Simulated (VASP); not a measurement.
# BN (R3m) in VASP: further runs

One crystal, BN, is run at these levels: r2SCAN, revTPSS, r2SCAN+D4; tasks: relaxation of cell and atoms.

All numbers are computed with VASP 6.6.1; they aren't measurements. Logs are shortened: lines on timing, memory, paths and dates and some standing lists are left out, and cuts for length are marked.

**1. The structure**

Symmetry: R3m, No. 160, trigonal system. The conventional cell has a = 2.502 Å, b = 2.502 Å, c = 10.119 Å, α = 90.00°, β = 90.00°, γ = 120.00°. N (site symmetry 3m) is surrounded by 3 B at 1.44 Å. B (site symmetry 3m) has 3 N at 1.44 Å as nearest neighbours.

The cell is a database's computed one.

**2. Relaxation of cell and atoms, r2SCAN**

Contents of INCAR:

```
SYSTEM = BN
PREC = Accurate ; ENCUT = 600
EDIFF = 1E-6 ; ISMEAR = 0
SIGMA = 0.05 ; LREAL = .FALSE.
LASPH = .TRUE. ; NELM = 100
ALGO = Normal ; ISIF = 3
LWAVE = .FALSE. ; LCHARG = .FALSE.
METAGGA = R2SCAN ; LMIXTAU = .TRUE.
IBRION = 2 ; NSW = 40
EDIFFG = -0.02
```

Contents of KPOINTS:

```
regular mesh
0
G
  12 12 12
  0 0 0
```

Contents of POSCAR:

```
BN
1.0
    1.2511217832      0.7223354983      3.3729344033
   -1.2511217832      0.7223354983      3.3729344033
    0.0000000000     -1.4446709966      3.3729344033
N B
1 1
Direct
    0.6672382000      0.6672382000      0.6672382000
    0.0003288000      0.0003288000      0.0003288000
```

Potentials or basis: VASP PAW PBE potentials, release 64 (N, B).

Command:

```console
> cat potpaw_PBE.64/N/POTCAR potpaw_PBE.64/B/POTCAR > POTCAR
> mpirun -np 1 vasp_std > vasp.out
```

OUTCAR:

```text
SYSTEM = BN
   PREC = Accurate
   ENCUT = 600
   EDIFF = 1E-6
   ISMEAR = 0
   LREAL = .FALSE.
   LASPH = .TRUE.
   NELM = 100
   ISIF = 3
   METAGGA = R2SCAN
   IBRION = 2
   NSW = 40
   EDIFFG = -0.02

 ion  position               nearest neighbor table
   1  0.667  0.667  0.667-   2 1.44   2 1.44   2 1.44
   2  0.000  0.000  0.000-   1 1.44   1 1.44   1 1.44

  LATTYP: Found a trigonal (rhomboedric) cell.
 ALAT       =     3.6692997666
 COS(alpha) =     0.7674786797

  Lattice vectors:

 A1 = (   1.2511217832,   0.7223354983,   3.3729344033)
 A2 = (  -1.2511217832,   0.7223354983,   3.3729344033)
 A3 = (   0.0000000000,  -1.4446709966,   3.3729344033)

Analysis of symmetry for initial positions (statically):
=====================================================================
 Subroutine PRICEL returns:
 Original cell was already a primitive cell.

 Routine SETGRP: Setting up the symmetry group for a
 trigonal (rhombohedral) supercell.

 Subroutine GETGRP returns: Found  6 space group operations
 (whereof  6 operations were pure point group operations)
 out of a pool of 12 trial point group operations.

The static configuration has the point symmetry C_3v.

Analysis of symmetry for dynamics (positions and initial velocities):
=====================================================================
 Subroutine PRICEL returns:
 Original cell was already a primitive cell.

 Routine SETGRP: Setting up the symmetry group for a
 trigonal (rhombohedral) supercell.

 Subroutine GETGRP returns: Found  6 space group operations
 (whereof  6 operations were pure point group operations)
 out of a pool of 12 trial point group operations.

The dynamic configuration has the point symmetry C_3v.

 Subroutine INISYM returns: Found  6 space group operations
 (whereof  6 operations are pure point group operations),
 and found     1 'primitive' translations

----------------------------------------------------------------------------------------

                                     Primitive cell

  volume of cell :      18.2893

  direct lattice vectors                    reciprocal lattice vectors
     1.251121783  0.722335498  3.372934403     0.399641351  0.230733042  0.098825916
    -1.251121783  0.722335498  3.372934403    -0.399641351  0.230733042  0.098825916
     0.000000000 -1.444670997  3.372934403     0.000000000 -0.461466083  0.098825916

  length of vectors
     3.669299767  3.669299767  3.669299767     0.471929558  0.471929558  0.471929558

  position of ions in fractional coordinates (direct lattice)
     0.667238200  0.667238200  0.667238200
     0.000328800  0.000328800  0.000328800

  ion indices of the primitive-cell ions
   primitive index   ion index
                 1           1
                 2           2

----------------------------------------------------------------------------------------

 KPOINTS: regular mesh

Automatic generation of k-mesh.
 Grid dimensions read from file:
 generate k-points for:   12   12   12

 Generating k-lattice:

  Cartesian coordinates                     Fractional coordinates (reciprocal lattice)
     0.033303446  0.019227753  0.008235493     0.083333333  0.000000000  0.000000000
    -0.033303446  0.019227753  0.008235493     0.000000000  0.083333333  0.000000000
     0.000000000 -0.038455507  0.008235493     0.000000000  0.000000000  0.083333333

  Length of vectors
     0.039327463  0.039327463  0.039327463

  Shift w.r.t. Gamma in fractional coordinates (k-lattice)
     0.000000000  0.000000000  0.000000000

 Subroutine IBZKPT returns following result:
 ===========================================

 Found    189 irreducible k-points:

 Following reciprocal coordinates:
            Coordinates               Weight
  0.000000  0.000000  0.000000      1.000000
  0.083333 -0.000000 -0.000000      6.000000
  0.166667 -0.000000  0.000000      6.000000
  0.250000 -0.000000 -0.000000      6.000000
  0.333333 -0.000000  0.000000      6.000000
  0.416667 -0.000000 -0.000000      6.000000
[... 16 lines left out ...]
  0.500000  0.166667 -0.000000     12.000000
 -0.416667  0.166667  0.000000     12.000000
 [... further k-points ...]
   k-points           NKPTS =    189   k-points in BZ     NKDIM =    189   number of bands    NBANDS=      8
   number of dos      NEDOS =    301   number of ions     NIONS =      2
   total plane-waves  NPLWV =  27000
   dimension x,y,z NGX =    30 NGY =   30 NGZ =   30
   dimension x,y,z NGXF=    60 NGYF=   60 NGZF=   60
   ions per type =               1   1
   NGX,Y,Z   is equivalent  to a cutoff of  13.59, 13.59, 13.59 a.u.
   NGXF,Y,Z  is equivalent  to a cutoff of  27.18, 27.18, 27.18 a.u.
 SYSTEM =  BN
   PREC   = accura    normal or accurate (medium, high low for compatibility)
   ISTART =      0    job   : 0-new  1-cont  2-samecut
   ICHARG =      2    charge: 1-file 2-atom 10-const
   ISPIN  =      1    spin polarized calculation?
   LNONCOLLINEAR =      F non collinear calculations
[... 34 lines left out ...]
   LRPA    =     F    only Hartree local field effects (RPA)
 conjugate gradient relaxation of ions
 non-spin polarized calculation
 Gauss-broadening in eV      SIGMA  =   0.05
  energy-cutoff  :      600.00
  volume of cell :       18.29
 maximum number of plane-waves:       624
 NGX is ok and might be reduce to    30
   NGX = 15   NGY = 15   NGZ = 15

 number of electron       8.0000000 magnetization

 Free energy of the ion-electron system (eV)
  ---------------------------------------------------
  ext. energy  EPLUGINS =         0.00000000
  ---------------------------------------------------
  free energy    TOTEN  =       -19.29984565 eV

  energy without entropy =      -19.29984565  energy(sigma->0) =      -19.29984565

 E-fermi :   2.1490     XC(G=0): -10.6386

 val. band max:        1.8735619347   @ k =  -0.3333   0.3333   0.0000
 cond. band min:       6.7089743512   @ k =   0.5000   0.5000  -0.0000
 fundamental gap:      4.8354124165
 Fermi energy:         2.1489919706

 k-point     1 :       0.0000    0.0000    0.0000
  band No.  band energies     occupation
      1     -16.8994      2.00000
      2      -2.4080      2.00000
      3       0.5639      2.00000
      4       0.5639      2.00000
      5       7.4111      0.00000
      6      14.3091      0.00000
      7      14.3091      0.00000
      8      16.3028      0.00000

 k-point     2 :       0.0833   -0.0000   -0.0000
  band No.  band energies     occupation
      1     -16.7561      2.00000
      2      -2.2523      2.00000
      3      -0.0334      2.00000
      4       0.2963      2.00000
      5       7.7025      0.00000
      6      14.2482      0.00000
      7      14.9331      0.00000
      8      15.7758      0.00000

 k-point     3 :       0.1667   -0.0000    0.0000
  band No.  band energies     occupation
      1     -16.3343      2.00000
      2      -1.8039      2.00000
      3      -1.5172      2.00000
      4      -0.3562      2.00000
      5       8.4720      0.00000
      6      14.1027      0.00000
      7      14.3991      0.00000
      8      16.6336      0.00000

 k-point     4 :       0.2500   -0.0000   -0.0000
  band No.  band energies     occupation
      1     -15.6648      2.00000
      2      -3.4217      2.00000
      3      -1.1140      2.00000
      4      -1.0472      2.00000
      5       9.5308      0.00000
      6      12.5397      0.00000
      7      14.0324      0.00000
      8      19.0518      0.00000

 k-point     5 :       0.3333   -0.0000    0.0000
  band No.  band energies     occupation
      1     -14.8242      2.00000
      2      -5.2970      2.00000
      3      -1.7656      2.00000
      4      -0.1054      2.00000
      5       9.8904      0.00000
      6      11.4902      0.00000
      7      14.1175      0.00000
      8      20.2342      0.00000
[... 177 lines left out ...]
 k-point    22 :       0.4167    0.1667   -0.0000
  band No.  band energies     occupation
      1     -14.4505      2.00000
      2      -5.2915      2.00000
      3      -3.0254      2.00000
      4      -0.0172      2.00000
      5       9.5357      0.00000
      6      13.1030      0.00000
      7      15.7649      0.00000
      8      18.3414      0.00000

 k-point    23 :       0.5000    0.1667   -0.0000
  band No.  band energies     occupation
      1     -13.6933      2.00000
      2      -6.5403      2.00000
      3      -3.5662      2.00000
      4       0.9571      2.00000
      5       8.3494      0.00000
      6      14.0878      0.00000
      7      15.9939      0.00000
      8      17.8796      0.00000

 k-point    24 :      -0.4167    0.1667    0.0000
  band No.  band energies     occupation
      1     -13.3626      2.00000
      2      -7.0572      2.00000
      3      -3.7463      2.00000
      4       1.5621      2.00000
      5       7.7479      0.00000
      6      14.1259      0.00000
      7      16.1993      0.00000
      8      17.0305      0.00000

 [... further k-points ...]

------------------------ aborting loop because EDIFF is reached ----------------------------------------

  FORCE on cell =-STRESS in cart. coord.  units (eV):
  Direction    XX          YY          ZZ          XY          YZ          ZX
  --------------------------------------------------------------------------------------
  -------------------------------------------------------------------------------------
  Total        0.0022740      0.0022740      0.0307580      0.0000000      0.0000000      0.0000000
  in kB        0.1992025      0.1992025      2.6944544      0.0000000      0.0000000      0.0000000
  external PRESSURE =       1.0309531 kB  Pullay stress =       0.0000000 kB

 VOLUME and BASIS-vectors are now :
 -----------------------------------------------------------------------------
  energy-cutoff  :      600.00
  volume of cell :       18.29
      direct lattice vectors                 reciprocal lattice vectors
     1.251121783  0.722335498  3.372934403     0.399641351  0.230733042  0.098825916
    -1.251121783  0.722335498  3.372934403    -0.399641351  0.230733042  0.098825916
     0.000000000 -1.444670997  3.372934403     0.000000000 -0.461466083  0.098825916

 POSITION                                       TOTAL-FORCE (eV/Angst)
 -----------------------------------------------------------------------------------
      0.00000      0.00000      6.75165         0.000000      0.000000     -0.008025
      0.00000      0.00000      0.00333         0.000000      0.000000      0.008025
 -----------------------------------------------------------------------------------
    total drift:                               -0.000000     -0.000000     -0.000013

  FREE ENERGIE OF THE ION-ELECTRON SYSTEM (eV)
  ---------------------------------------------------
  free  energy   TOTEN  =       -19.2998456512 eV

  energy  without entropy=      -19.2998456512  energy(sigma->0) =      -19.29984565

 reached required accuracy - stopping structural energy minimisation
```

Wall time 3.5 min (1 thread of AMD EPYC 9R45 (Zen 5), shared host); peak memory 0.15 GiB.

Results:

| Item | Value |
| --- | --- |
| Free energy | -19.2998 eV |
| Pressure after relaxing | 0.1 GPa |
| Largest force after relaxing | 0.008 eV/Å |
| Band gap on the k mesh | 4.84 eV, indirect (least direct gap 5.39 eV) |

Forces in eV/Å, atoms in the order of the input:
```
N    0.000  0.000 -0.008
B    0.000  0.000  0.008
```

Stress tensor (GPa, compression positive):
```
0.02 0.00 0.00
0.00 0.02 0.00
0.00 0.00 0.27
```

Final structure:
```cif
data_structure
_symmetry_space_group_name_H-M 'P 1'
_symmetry_Int_Tables_number 1
_cell_length_a 3.6693
_cell_length_b 3.6693
_cell_length_c 3.6693
_cell_angle_alpha 39.872
_cell_angle_beta 39.872
_cell_angle_gamma 39.872
_cell_volume 18.29
loop_
_atom_site_label
_atom_site_type_symbol
_atom_site_fract_x
_atom_site_fract_y
_atom_site_fract_z
_atom_site_occupancy
N1 N 0.66724 0.66724 0.66724 1
B1 B 0.00033 0.00033 0.00033 1
```

Levels at points of the mesh, in eV from the valence-band top:
```tsv
k point	band 1	band 2	band 3	band 4	band 5	band 6	band 7	band 8
(0.00, 0.00, 0.00)	-18.77	-4.28	-1.31	-1.31	5.54	12.44	12.44	14.43
(0.50, 0.00, 0.00)	-15.49	-9.28	-4.22	-0.59	5.96	10.63	13.77	15.79
(0.50, 0.50, 0.00)	-15.43	-9.16	-4.27	-1.18	4.84	10.62	15.09	18.59
(0.50, 0.50, 0.50)	-18.52	-6.29	-1.33	-1.33	10.86	12.36	12.36	13.07
```

Caveat: the relaxation stopped at its first step, so nothing moved; the PAW data sets were made with another functional, which shifts forces and pressure a little. r2SCAN opens gaps a little over a GGA but as a rule still falls short of measured ones.

**3. Relaxation of cell and atoms, revTPSS**

Contents of INCAR:

```
  PREC = Accurate
  ENCUT = 600
  EDIFF = 1E-6
  ISMEAR = 0
  SIGMA = 0.05
  LREAL = F
  LASPH = T
  NELM = 80
  ALGO = Normal
  ISIF = 3
  LWAVE = F
  LCHARG = F
  METAGGA = RTPSS
  LMIXTAU = T
  IBRION = 2
  NSW = 40
  EDIFFG = -0.02
```

Contents of KPOINTS:

```
regular mesh
0
Gamma
  12 12 12
```

POSCAR is that of step 2.

Potentials or basis: VASP PAW PBE potentials, release 64 (N, B).

Command:

```console
> cat potpaw_PBE.64/N/POTCAR potpaw_PBE.64/B/POTCAR > POTCAR
> mpirun -np 1 vasp_std > vasp.out
```

Wall time 26 min (1 thread of AMD EPYC 9R45 (Zen 5), shared host); peak memory 0.15 GiB.

It converged, with:

* Free energy: -19.9722 eV
* Relaxed volume: 10.16 Å³/atom
* Relaxed cell: a = 3.993 Å, b = 3.993 Å, c = 3.993 Å, α = 36.65°, β = 36.65°, γ = 36.65°
* Space group after relaxing (to 0.05 Å): R3m (No. 160)
* Energy gained by relaxing: 3.1 meV/atom
* Ionic steps: 14
* Pressure after relaxing: 0.2 GPa
* Largest force after relaxing: 0.015 eV/Å
* Band gap on the k mesh: 4.60 eV, indirect (least direct gap 4.85 eV)

Forces on the atoms (eV/Å):
```
N    0.000  0.000 -0.015
B    0.000  0.000  0.015
```

Stress tensor (GPa, compression positive):
```
0.21 0.00 0.00
0.00 0.21 0.00
0.00 0.00 0.07
```

Step by step:
| step | energy change (eV) | largest force (eV/Å) | pressure (GPa) | volume (Å³) |
| --- | --- | --- | --- | --- |
| 1 | 0.0000 | 0.0081 | 2.91 | 18.29 |
| 2 | 0.0042 | 0.0027 | -4.55 | 18.73 |
| 3 | -0.0017 | 0.0044 | 0.21 | 18.44 |
| 4 | -0.0019 | 0.0001 | 0.18 | 18.48 |
| 5 | -0.0025 | 0.0127 | 0.17 | 18.60 |
| 6 | -0.0034 | 0.0395 | 0.12 | 18.83 |
| 7 | -0.0045 | 0.0966 | 0.06 | 19.30 |
| 8 | -0.0043 | 0.2231 | -0.06 | 20.23 |
| 9 | -0.0048 | 0.1564 | 0.03 | 19.73 |
| 10 | -0.0049 | 0.1481 | 0.00 | 19.76 |
| 11 | -0.0053 | 0.1231 | 0.00 | 19.85 |
| 12 | -0.0059 | 0.0728 | 0.08 | 20.02 |
| 13 | -0.0062 | 0.0303 | 0.17 | 20.36 |
| 14 | -0.0062 | 0.0153 | 0.17 | 20.31 |

Final structure:
```
N B
1.0
     1.25544    0.72483    3.72040
    -1.25544    0.72483    3.72040
     0.00000   -1.44966    3.72040
N B
1 1
Cartesian
  0.0000 0.0000 7.4467
  0.0000 0.0000 0.0042
```

Levels at points of the mesh, in eV from the valence-band top:
| k point | band 2 | band 3 | band 4 | band 5 | band 6 | band 7 |
| --- | --- | --- | --- | --- | --- | --- |
| (0.00, 0.00, 0.00) | -4.70 | -1.30 | -1.30 | 4.88 | 12.12 | 12.12 |
| (0.50, 0.00, 0.00) | -9.03 | -4.09 | -0.75 | 5.30 | 9.94 | 12.91 |
| (0.50, 0.50, 0.00) | -8.97 | -4.12 | -1.07 | 4.60 | 10.08 | 13.93 |
| (0.50, 0.50, 0.50) | -5.87 | -1.31 | -1.31 | 9.26 | 11.58 | 12.09 |

Caveat: the PAW data sets were made with another functional, which shifts forces and pressure a little.

**4. Relaxation of cell and atoms, r2SCAN+D4**

Contents of INCAR:

```
SYSTEM = BN
PREC = Accurate ; ENCUT = 600
EDIFF = 1E-6 ; ISMEAR = 0
SIGMA = 0.05 ; LREAL = .False.
LASPH = .True. ; NELM = 80
ALGO = Normal ; ISIF = 3
LWAVE = .False. ; LCHARG = .False.
METAGGA = R2SCAN ; LMIXTAU = .True.
IVDW = 13 ; VDW_S6 = 1.0
VDW_S8 = 0.6018749 ; VDW_A1 = 0.51559235
VDW_A2 = 5.77342911 ; IBRION = 2
NSW = 60 ; EDIFFG = -0.01
```

Contents of KPOINTS:

```
Automatic mesh
0
Gamma
  12 12 12
  0 0 0
```

POSCAR is that of step 3.

Command:

```console
> cat potpaw_PBE.64/N/POTCAR potpaw_PBE.64/B/POTCAR > POTCAR
> mpirun -np 1 vasp_std > vasp.out
```

It took 19 min on 1 thread of AMD EPYC 9R45 (Zen 5), shared host; peak memory 0.15 GiB.

The run converged. Its results:

* Free energy: -19.4371 eV
* Relaxed volume: 8.88 Å³/atom
* Relaxed cell: a = 3.583 Å, b = 3.583 Å, c = 3.583 Å, α = 40.85°, β = 40.85°, γ = 40.85°
* Space group after relaxing (to 0.05 Å): R3m (No. 160)
* Energy gained by relaxing: 0.8 meV/atom
* Ionic steps: 12
* Pressure after relaxing: -0.1 GPa
* Largest force after relaxing: 0.009 eV/Å
* Band gap on the k mesh: 4.78 eV, indirect (least direct gap 5.40 eV)
* Dispersion energy per atom: -0.070 eV

Forces in eV/Å, atoms in the order of the input:
```
N    0.000  0.000  0.009
B    0.000  0.000 -0.009
```

Stress tensor (GPa, compression positive):
```
-0.16  0.00  0.00
 0.00 -0.16  0.00
 0.00  0.00  0.00
```

The path:
```tsv
step	energy change (eV)	largest force (eV/Å)	pressure (GPa)	volume (Å³)
1	0.0000	0.0081	-0.88	18.29
2	0.0000	0.0028	0.97	18.16
3	-0.0002	0.0028	-0.01	18.23
4	-0.0004	0.0055	0.00	18.17
5	-0.0010	0.0302	0.00	18.02
6	-0.0013	0.0793	0.04	17.70
7	-0.0014	0.0633	0.03	17.80
8	-0.0015	0.0057	-0.14	17.74
9	-0.0015	0.0014	-0.12	17.75
10	-0.0015	0.0044	-0.09	17.75
11	-0.0015	0.0341	-0.05	17.78
12	-0.0015	0.0086	-0.11	17.75
```

Final structure:
```
CELL_PARAMETERS angstrom
1.25023 0.72182 3.27885
-1.25023 0.72182 3.27885
0.00000 -1.44364 3.27885
ATOMIC_POSITIONS crystal
N 0.66722 0.66722 0.66722
B 0.00035 0.00035 0.00035
```

Levels at points of the mesh, in eV from the valence-band top:
| k point | band 2 | band 3 | band 4 | band 5 | band 6 | band 7 |
| --- | --- | --- | --- | --- | --- | --- |
| (0.00, 0.00, 0.00) | -4.12 | -1.29 | -1.29 | 5.75 | 12.47 | 12.47 |
| (0.50, 0.00, 0.00) | -9.30 | -4.20 | -0.53 | 6.02 | 10.72 | 13.96 |
| (0.50, 0.50, 0.00) | -9.15 | -4.27 | -1.22 | 4.78 | 10.64 | 15.37 |
| (0.50, 0.50, 0.50) | -6.41 | -1.32 | -1.32 | 11.25 | 12.38 | 12.38 |

Caveat: the PAW data sets were made with another functional, which shifts forces and pressure a little. A k mesh can miss the band edges.

**5. The reference run**

An earlier run on the cell as given: functional PBEsol; potentials or basis VASP PAW PBE potentials, release 64 (N, B); cutoff 520 eV; k mesh 12 × 12 × 12; occupations fermi-dirac, width 0.05 eV; no spin polarisation.

- Pressure: 1.0 GPa
- Band gap on the k mesh: 4.18 eV, indirect (least direct gap 4.63 eV)

**6. Summary**

| task | level | cell | cutoff (eV) | smearing | ladder | gap on the mesh (eV) | pressure (GPa) | relaxed volume (Å³/atom) | largest force (eV/Å) |
| --- | --- | --- | --- | --- | --- | --- | --- | --- | --- |
| relaxation of cell and atoms | r2SCAN | relaxed | 600 | gaussian 0.05 eV | - | 4.84 | 0.1 | - | 0.01 |
| relaxation of cell and atoms | revTPSS | relaxed | 600 | gaussian 0.05 eV | - | 4.60 | 0.2 | 10.16 | 0.02 |
| relaxation of cell and atoms | r2SCAN+D4 | relaxed | 600 | gaussian 0.05 eV | - | 4.78 | -0.1 | 8.88 | 0.01 |
| single point | PBEsol | as given | 520 | fermi-dirac 0.05 eV | free | 4.18 | 1.0 | - | - |

Alike in all rows: potentials or basis VASP PAW PBE potentials, release 64 (N, B); no spin polarisation; k mesh 12 × 12 × 12.

Caveats: the PAW data sets were made with another functional, which shifts forces and pressure a little; the relaxation stopped at its first step, so nothing moved (some runs).

Total energies depend on the potentials used, so only differences within one code and one set of settings carry meaning.
